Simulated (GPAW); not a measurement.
A run of GPAW 26.7.0 is set up as follows.

run.py

```python
from ase.dft.bandgap import bandgap
from ase.io import read, write
from ase.units import Bohr, GPa
from gpaw import GPAW, PW
from gpaw.elf import elf_from_dft_calculation

atoms = read('POSCAR')

calc = GPAW(mode=PW(800),
            xc='PBE',
            kpts={'size': (10, 10, 5), 'gamma': True},
            occupations={'name': 'methfessel-paxton', 'order': 0, 'width': 0.023},
            nbands=18,
            convergence={'density': 1e-05, 'energy': 1e-05},
            maxiter=150,
            txt='gpaw.txt')
atoms.calc = calc
energy = atoms.get_potential_energy()
forces = atoms.get_forces()
stress = atoms.get_stress()
calc.write('gs.gpw')
write('result.traj', atoms)
print(f'Energy: {energy:.6f} eV')
print('Forces (eV/A):')
print(forces.round(4))
print('Stress (GPa):', (stress / GPa).round(3))
print('Fermi level:', round(calc.get_fermi_level(), 4), 'eV')
print(f'Gap: {bandgap(calc)[0]:.4f} eV, direct: {bandgap(calc, direct=True)[0]:.4f} eV')

# fields on the real-space grid
write('density.cube', atoms, data=calc.get_pseudo_density() * Bohr**3)
write('potential.cube', atoms, data=calc.get_electrostatic_potential())
write('elf.cube', atoms, data=elf_from_dft_calculation(calc).data)
```

Contents of POSCAR:

```
GaN
1.0
    3.1800000000      0.0000000000      0.0000000000
   -1.5900000000      2.7539607840      0.0000000000
    0.0000000000      0.0000000000      5.1660000000
Ga N
2 2
Direct
    0.6666666667      0.3333333333      0.5000000000
    0.3333333333      0.6666666667      0.0000000000
    0.6666666667      0.3333333333      0.8750000000
    0.3333333333      0.6666666667      0.3750000000
```

Potentials or basis: GPAW PAW data sets (gpaw-data 1.2.1), pw.

The run is started by

```bash
$ OMP_NUM_THREADS=1 python run.py
```

Question: What does it give for the band gap on the k mesh?

Answer: 2.09 eV, direct.

Question: Estimate the pressure.

Answer: 15.3 GPa.

Forces in eV/Å, atoms in the order of the input:
```
Ga   0.000  0.000 -0.181
Ga   0.000  0.000 -0.181
N    0.000  0.000  0.181
N    0.000  0.000  0.180
```

Caveat: so large a pressure means that the cell lies far from this level's equilibrium, or that cutoff or potentials fall short.

**Measured values to compare with.**

From “Studying electronic properties in GaN without electrical contacts using γ-γ vs e−-γ Perturbed Angular Correlations”, 2019, pmc:6823545, for a bulk crystal of GaN: band gap 3.503 ± 0.005 eV (direct).

Against the measured gap of GaN, 3.503 eV (direct; quoted in “Studying electronic properties in GaN without electrical contacts using γ-γ vs e−-γ Perturbed Angular Correlations”, 2019, pmc:6823545), the calculated 2.09 eV is off by -1.42 eV. Spin-orbit coupling on Ga is left out. The value is that of PBE, without temperature or zero-point motion. Semilocal functionals fall short of measured gaps as a rule.
